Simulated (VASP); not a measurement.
Wanted: the native input for a VASP 6.6.1 run.

* Task: relaxation of cell and atoms
* Functional: r2SCAN
* Potentials or basis: VASP PAW PBE potentials, release 64 (Ca_sv, O)
* Cutoff: 600 eV
* k mesh: 9 × 9 × 6
* Occupations: gaussian, width 0.02 eV
* Spin: no spin polarisation
* Further INCAR settings: ALGO = Normal; EDIFF = 1e-07; IBRION = 2; EDIFFG = -0.005; NSW = 90; ISIF = 3

The structure of CaO lies in POSCAR:

```
CaO
1.0
    3.9919758200      0.0000000000      0.0000000000
   -1.9959879100      3.4571524800      0.0000000000
    0.0000000000      0.0000000000      4.7848400100
Ca O
2 2
Direct
    0.3333333300      0.6666666700      0.7500000000
    0.6666666700      0.3333333300      0.2500000000
    0.3333333300      0.6666666700      0.2500000000
    0.6666666700      0.3333333300      0.7500000000
```

The cell comes from a database or a generator and needn't be the stable form of this composition.

The input as run:

INCAR

```
PREC = Accurate
ENCUT = 600
EDIFF = 1E-7
ISMEAR = 0
SIGMA = 0.02
LREAL = False
LASPH = True
NELM = 60
ALGO = Normal
ISIF = 3
LWAVE = False
LCHARG = False
METAGGA = R2SCAN
LMIXTAU = True
IBRION = 2
NSW = 90
EDIFFG = -0.005
```

KPOINTS

```
Automatic mesh
0
Gamma
  9 9 6
```

Potentials or basis: VASP PAW PBE potentials, release 64 (Ca_sv, O).

Launch:

```bash
$ cat potpaw_PBE.64/Ca_sv/POTCAR potpaw_PBE.64/O/POTCAR > POTCAR
$ mpirun -np 1 vasp_std > vasp.out
```

It gave:

```yaml
Relaxed_volume: 16.51 Å³/atom
Relaxed_cell: a = 3.994 Å, b = 3.994 Å, c = 4.782 Å, α = 90.00°, β = 90.00°, γ = 120.00°
Space_group_after_relaxing_to_0.05_Å: P6_3/mmc (No. 194)
Energy_gained_by_relaxing: 0.0 meV/atom
Ionic_steps: 2
Pressure_after_relaxing: 0.0 GPa
Band_gap_on_the_k_mesh: 3.58 eV, direct
```

Caveat: the PAW data sets were made with another functional, which shifts forces and pressure a little; an odd mesh through Γ misses points on the zone boundary, where band edges often lie.

Run time: 9.1 min on 1 thread of Intel(R) Xeon(R) Platinum 8175M CPU @ 2.50GHz (Skylake/Cascade Lake), on a shared host, peak memory 0.25 GiB.
